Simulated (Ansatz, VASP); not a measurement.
## AlN in two plane-wave programs

Wanted: the spread between two codes on one cell, functional and k mesh. The cell is taken from a series of runs on this material, whose earlier steps may have relaxed, scaled, displaced or heated it; both programs get it as it stands.

Calculated with Ansatz 0.2.0; plane waves, with VASP 6.6.1 beside it; zone-centre phonons at LDA.

## Step 1: The structure

It takes space group I-4m2 (No. 119, tetragonal). Conventional cell: a = 3.162 Å, b = 3.162 Å, c = 4.186 Å, α = 90.00°, β = 90.00°, γ = 90.00°. N has 4 Al at 1.90 Å nearest. Nearest to Al lie 4 N at 1.90 Å. Farther neighbours and most contacts between anions are not listed.

## Step 2: Ansatz: zone-centre phonons, LDA, pair 1

Ansatz runs on its PAW soft_1 files.

Second derivatives magnify differences that forces hide, and they need a tight electronic threshold.

The input, input.yaml:

```yaml
crystal:
  lattice:
    - [0.0, 2.2361759036, 2.093008289]
    - [2.2361759036, 0.0, 2.093008289]
    - [2.2361759036, 2.2361759036, 0.0]
  atoms:
    - { symbol: "N", position: [0.25, 0.25, 0.25] }
    - { symbol: Al, position: [0.0, 0.0, 0.0] }
kpoints:
  mp_grid: { grid: [12, 12, 12] }
hamiltonian:
  xc: lda
  pseudopotentials: { kind: paw, azcp: { folder: soft_1 }, xc_functional: pbe }
scf:
  occupations: { method: fixed }
output:
  eigenvalues: true
phonons:
  method: dfpt
  dielectric: true
  rigid_motions: translations
```

Run with:

```
$ ansatz run input.yaml --threads 4 --pin off --max-ram 10240MiB --backend cpu --events-out ev --progress --plain --runs-dir out
```

Numbers of over 12 decimals in the logs are rounded to 6 here.

The log of the run:

```text
Engine: ansatz 0.2.0, x86_64-unknown-linux-gnu
Pseudopotentials: kind: paw
Pseudopotential: N, paw, valence charge 5, recommended cutoff 420 eV (normal), soft_1/N.paw.azcp
Pseudopotential: Al, paw, valence charge 3, recommended cutoff 420 eV (normal), soft_1/Al.paw.azcp
Functional definition: SPW92
  exchange = slater_x
  correlation = pw_c
Crystal: 2 atoms, lattice volume = 20.932 Å³
Basis set: ecut = 420 eV, 395 PW (Γ), exchange–correlation on 48×48×48 points (8 copies of the dense FFT grid, shifted against one another)
Bands: 8, of which v1, the nominal top of the filled ones, is band 4 counted from 1 (3 counted from 0)
Symmetry: 8 space group operations
k-points: 868 of 1728 (irreducible under 1 space group operation, time reversal used)
Non-local potential: N, projectors of the file, l = 0: 2, l = 1: 2, l = 2: 1
Non-local potential: Al, projectors of the file, l = 0: 2, l = 1: 2, l = 2: 1
PAW form: soft (Blöchl's): semilocal exchange-correlation on the pseudo side does not see the compensation charge
PAW frozen core: N, regenerated for the run's functional, and the local potential with it (the file was generated under x = pbe(κ = 0.804, μ = 0.219515), c = pbe(β = 0.066725))
PAW frozen core: Al, regenerated for the run's functional, and the local potential with it (the file was generated under x = pbe(κ = 0.804, μ = 0.219515), c = pbe(β = 0.066725))
PAW one-centre angular grid: N, 110 points (default); XC on 64 Gauss nodes
PAW one-centre angular grid: Al, 110 points (default); XC on 64 Gauss nodes
Initial density: superposition of atomic densities (chi_scale 0.1, normalization cell, long waves kept (reshape's long-wave potential 0.00 eV rms))
Initial wavefunctions: pseudopotential atomic-orbital guess
Functional: x = slater, c = lda
SCF iter   1: F=—  HF=-891.239451 eV  |F-HF|=—  |Δ(HF+E_count)|=         —  Δρ=1.32e-1  dr2=4.52e0  ethr=3.10e-3  ⟨swp⟩=4.1  Hψ=45187  notcnv=0  defer=29
preconditioner: auto → none  [insulator: Δε(μ)=5.271 eV  Ē_g=16.346 eV  n_scr=0 (ndim 8)  ℏωp=23.0 eV  f_vac=0.000  ε∞_Penn≈3.0]
SCF iter   2: F=—  HF=-890.035175 eV  |F-HF|=—  |Δ(HF+E_count)|=    1.20e0  Δρ=7.77e-2  dr2=7.86e-1  ethr=3.10e-3  ⟨swp⟩=2.7  Hψ=21606  notcnv=0  defer=1182
SCF iter   3: F=—  HF=-889.801834 eV  |F-HF|=—  |Δ(HF+E_count)|=   2.33e-1  Δρ=2.19e-2  dr2=5.27e-2  ethr=3.10e-3  ⟨swp⟩=2.4  Hψ=15300  notcnv=0  defer=1495
SCF iter   4: F=—  HF=-889.781868 eV  |F-HF|=—  |Δ(HF+E_count)|=   2.00e-2  Δρ=9.02e-4  dr2=5.38e-5  ethr=6.58e-4  ⟨swp⟩=2.0  Hψ=10145  notcnv=0  defer=1734
SCF iter   5: F=—  HF=-889.781837 eV  |F-HF|=—  |Δ(HF+E_count)|=   3.11e-5  Δρ=2.83e-4  dr2=5.88e-6  ethr=6.73e-7  ⟨swp⟩=2.0  Hψ=10431  notcnv=0  defer=1694
SCF iter   6: F=—  HF=-889.781833 eV  |F-HF|=—  |Δ(HF+E_count)|=   3.47e-6  Δρ=2.54e-5  dr2=6.32e-8  ethr=7.36e-8  ⟨swp⟩=2.0  Hψ=10416  notcnv=0  defer=88
SCF iter   7: F=—  HF=-889.781833 eV  |F-HF|=—  |Δ(HF+E_count)|=   1.71e-7  Δρ=4.33e-6  dr2=1.64e-9  ethr=7.89e-10  ⟨swp⟩=2.0  Hψ=9723  notcnv=0  defer=38
SCF iter   8: F=-889.781833 eV  HF=-889.781833 eV  |F-HF|=7.96e-13  |Δ(HF+E_count)|=  1.39e-10  Δρ=1.39e-7  dr2=1.59e-12  ethr=1.25e-12  ⟨swp⟩=5.7  Hψ=30737  notcnv=0
SCF 1 converged in 8 iterations: F = -889.781833 eV  dr2 = 1.59e-12
  greatest PAW one-centre occupation: 0.781 electrons in one spin orbital (limit 2), on the N atom at site 0 (counted from 0), in its partial waves of l = 0
NSCF: frozen V_eff on 3 k-points
DFPT response loops at Γ: preconditioner auto → none (the input reference at scf.mixing.eps_inf says where Resta's filter doesn't serve); β = 0.50; Broyden in place of MSR1
SCF converged after 8 iterations
Free energy (F): -889.781833 eV
Harris-Foulkes:  -889.781833 eV  (|F-HF|=7.96e-13)
Internal energy: -889.781833 eV  (E = F + TS)
E sigma→0 (E₀):  -889.781833 eV
Fermi energy:    6.800131 eV
--- Per-component energies (eV) ---
  E_band       = 13.063186
  E_kinetic    = 155.733219
  E_local      = -209.799826  (includes V_loc(G=0)·N_el)
  E_nonlocal   = 46.529413
  E_hartree    = 76.204865
  E_xc         = -97.799197
  E_vxc        = -106.425290  (∫ρ·V_xc dr)
  E_paw        = -564.468608  (= ΣΔE_a)
  E_vpaw       = -25.384884  (= ΣTr[D̂ρ^β])
  E_aug_tail   = 0.000826  (compensation charges beyond the density's cutoff)
  E_ewald      = -296.318286
  E_core_change = 0.135761  (= ΣΔE_core)
  E_smearing   = -0.000000  (= −TS)
  E_closure    = 0.000000  (closes the sum)
  Σ components = -889.781833   (vs F -889.781833, Δ=0.00e0)
--- Band table (eV; the first three rows and the last of 868) ---
  k-point 0: bands = ["-8.1552", "6.5583", "6.5583", "6.8001", "10.8022", "18.8997", "18.9809", "18.9809"]
  k-point 1: bands = ["-8.0515", "6.0403", "6.5074", "6.7072", "11.2803", "18.6057", "19.0291", "19.1060"]
  k-point 2: bands = ["-7.7506", "4.7927", "6.3730", "6.6309", "12.1963", "17.9186", "18.8513", "19.3697"]
  k-point 867: bands = ["-6.0493", "0.7597", "5.8889", "6.3989", "13.7084", "16.3913", "16.9846", "18.3811"]
--- Phonons (Γ-DFPT): 4 representative perturbations + reference, on 868 of 1728 k-points (Σ response iterations 12) ---
  k mesh reduced under 1 symmetry operation, with k and −k counted as one. Each operation leaves every solved perturbation unchanged. A smaller set is not considered because the run solves the response to a homogeneous field
  ASR residual: 6.866e-5 → 0.000e0 eV/Å²; symmetrization residual: 1.227e-6 eV/Å²
  ASR residual per site (eV/Å²): 6.87e-5 2.01e-5
  Γ frequencies (cm⁻¹): 0.00 0.00 0.00 618.79 649.26 649.26
  ε∞ (high-frequency dielectric tensor):
        4.578482     0.000000     0.000000
       -0.000000     4.578482    -0.000000
        0.000000    -0.000000     4.645645
  ε⁰ (static dielectric tensor: ions relaxed, cell fixed):
        8.574228     0.000000     0.000000
        0.000000     8.574228    -0.000000
        0.000000    -0.000000     8.912935
  ε⁰ − ε∞ (ionic part):
        3.995746     0.000000     0.000000
        0.000000     3.995746    -0.000000
        0.000000    -0.000000     4.267290
  softest optical mode at Γ: 618.79 cm⁻¹; the repairs (sum rule, projections) moved no ω² at Γ by more than (1.21 cm⁻¹)²
  Born effective charges Z* (e; rows j = field, columns β = displacement):
    site 0:
        -2.57031   -0.00000   -0.00000
        -0.00000   -2.57031    0.00000
        -0.00000    0.00000   -2.53157
    site 1:
         2.57031    0.00000    0.00000
         0.00000    2.57031   -0.00000
         0.00000   -0.00000    2.53157
  Z* charge neutrality: 8.534e-6 e pre-enforcement
  k-mesh period / interband length: 36.8 Å / 1.75 Å = 20.97 at k = (0.0000, 0.0000, 0.0000), direct gap 4.002 eV — 14 or more, which is no proof of convergence
  optical modes at Γ without the LO–TO term, one row a degenerate level:
      ω (cm⁻¹)  modes    IR ((D/Å)²/amu)
        618.79      1            16.0358
        649.26      2            33.0608
  optical modes at Γ + LO–TO along q̂ = [1.0000, 0.0000, 0.0000]:
      ω (cm⁻¹)  modes    IR ((D/Å)²/amu)
        618.79      1            16.0358
        649.26      1            16.5304
        888.49      1            16.5304
  optical modes at Γ + LO–TO along q̂ = [0.0000, 1.0000, 0.0000]:
      ω (cm⁻¹)  modes    IR ((D/Å)²/amu)
        618.79      1            16.0358
        649.26      1            16.5304
        888.49      1            16.5304
  optical modes at Γ + LO–TO along q̂ = [0.0000, 0.0000, 1.0000]:
      ω (cm⁻¹)  modes    IR ((D/Å)²/amu)
        649.26      2            33.0608
        857.10      1            16.0358
```

Reading the cycles: dr2 is the Hartree energy of the density residual (eV), the measure of convergence; HF is the Harris–Foulkes estimate of the energy, which meets the free energy F at convergence.

(Part 1 of 3 ends here.)

[Lines on the potential files, build, host, timing and source positions are cut from VASP's logs without a mark.]

[Logs are printed without paths, hosts, clocks, repeated set-up lines and the standing remarks that a program may print on its own settings, such as how far it seeks lower states.]

[Hosts, paths, dates, database ids (printed as entryN), source tags and the programs' standing remarks are cut or masked in the printed files.]
